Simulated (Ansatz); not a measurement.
Ti (Fm-3m)

Theory: DFT r2SCAN, scalar-relativistic, plane waves, PAW (Ansatz 0.2.0).

Plane waves to 500 eV, a k mesh through Γ of 18×18×18 on the computed 1-atom cell and Gaussian smearing (0.10 eV); no spin polarisation.

The structure is relaxed at this level of theory with its symmetry kept. This fcc form isn't the element's structure at ambient conditions.

```cif
data_structure
_symmetry_space_group_name_H-M 'Fm-3m'
_symmetry_Int_Tables_number 225
_cell_length_a 4.1103
_cell_length_b 4.1103
_cell_length_c 4.1103
_cell_angle_alpha 90.000
_cell_angle_beta 90.000
_cell_angle_gamma 90.000
_cell_volume 69.44
loop_
_atom_site_label
_atom_site_type_symbol
_atom_site_symmetry_multiplicity
_atom_site_Wyckoff_symbol
_atom_site_fract_x
_atom_site_fract_y
_atom_site_fract_z
_atom_site_occupancy
Ti1 Ti 4 a 0.00000 0.00000 0.00000 1
```

* Space group: Fm-3m (No. 225)
* Volume per atom: 117.2 bohr³
* Formation energy from the elements' standard states (uncorrected): +0.071 eV/atom
* Generalised Kohn–Sham band gap: none (metal)
* Density of states at the Fermi level: 1.54 states/eV per cell
* Löwdin character within 0.5 eV of the Fermi level: Ti 3d 86 %, unprojected 9 %
* Bulk modulus: 112 GPa
* Its pressure derivative: 3.3
* Bader charges (e): Ti (1 in the cell) 0.04